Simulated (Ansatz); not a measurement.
Wurtzite BeO, relaxed in Ansatz (plane waves) with several semilocal functionals. Each gives its own volume and its own bulk modulus:

```json
[
 {"level": "LDA", "V0 (Å³/atom)": "6.655", "bulk modulus B0 (GPa)": "231.8", "ln V0": "1.8954", "ln B0": "5.4459"},
 {"level": "r²SCAN", "V0 (Å³/atom)": "6.848", "bulk modulus B0 (GPa)": "225.3", "ln V0": "1.9240", "ln B0": "5.4174"},
 {"level": "PBEsol", "V0 (Å³/atom)": "6.865", "bulk modulus B0 (GPa)": "217.6", "ln V0": "1.9264", "ln B0": "5.3827"},
 {"level": "PBE", "V0 (Å³/atom)": "7.012", "bulk modulus B0 (GPa)": "209.3", "ln V0": "1.9476", "ln B0": "5.3438"},
 {"level": "rVV10", "V0 (Å³/atom)": "7.045", "bulk modulus B0 (GPa)": "209.8", "ln V0": "1.9523", "ln B0": "5.3462"},
 {"level": "revPBE", "V0 (Å³/atom)": "7.147", "bulk modulus B0 (GPa)": "200.5", "ln V0": "1.9667", "ln B0": "5.3008"}
]
```

Q: Fit a straight line to ln B0 against ln V0. What does it predict for PBEsol-D3(BJ), whose volume is 6.749 Å³/atom?

A: With x = ln V0 and y = ln B0: means 1.93540 and 5.37280; Σ(Δx Δy) = -0.006578, Σ(Δx²) = 0.003225, so the slope is -2.04. At x = 1.9094 the line gives y = 5.37280 + (-2.04) × (1.9094 − 1.93540) = 5.4258, or 227.2 GPa. The run with PBEsol-D3(BJ) gives 224.1 GPa, -1.4 % from the line. The rows used scatter about it by up to 2.2 %, while the largest value lies 16 % above the smallest. For comparison, PBE's own equation of state has B′ = 3.7, the slope −d ln B/d ln V at a fixed functional; the two needn't agree, since functionals also differ at one volume.

Measured: 212 GPa (measured, room temperature, no zero-point or thermal correction, K' fixed at 4, our sources range from 212 to 224; as tabulated in High-pressure and high-temperature crystal chemistry of beryllium oxide (Scilit …).

Ansatz's density-functional and Hartree–Fock values are scalar-relativistic unless marked +SOC, with PAW data made under PBE.

Ansatz is a quantum-chemistry and plane-wave program.
